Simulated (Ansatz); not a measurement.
**Electric field gradients in SiO2**

Computed with DFT LDA, scalar-relativistic, plane waves, PAW (Ansatz 0.2.0). Plane waves to 420 eV; Γ-centred k mesh 6×6×6; fixed occupations. No spin polarisation.

The cell, relaxed at this level:
```
CELL_PARAMETERS angstrom
-4.45533 4.45533 2.60736
4.45533 -4.45533 2.60736
4.45533 4.45533 -2.60736
ATOMIC_POSITIONS crystal
Si 0.17694 0.17694 0.35387
Si 0.82306 0.17694 0.00000
Si 0.17694 0.82306 0.00000
Si 0.82306 0.82306 0.64613
O 0.50000 0.50000 0.50000
O 0.00000 0.50000 0.00000
O 0.50000 0.00000 0.00000
O 0.00000 0.00000 0.50000
O 0.00000 0.20894 0.20894
O 0.79106 0.00000 0.79106
O 0.20894 0.00000 0.20894
O 0.00000 0.79106 0.79106
```

Give V_zz (10²¹ V/m²) and the asymmetry η at each distinct site.

Answers

```json
{"atom": "Si (atom 1)", "V_zz": "0.389", "η": "0.72"}
{"atom": "O (atom 5)", "V_zz": "9.91", "η": "0.01"}
{"atom": "O (atom 9)", "V_zz": "9.47", "η": "0.06"}
```

This form isn't the usual stable structure of the compound.

Cost: 1 run of about 0.21 core-minutes, on Intel Xeon Platinum 8488C (Sapphire Rapids) (shared hosts).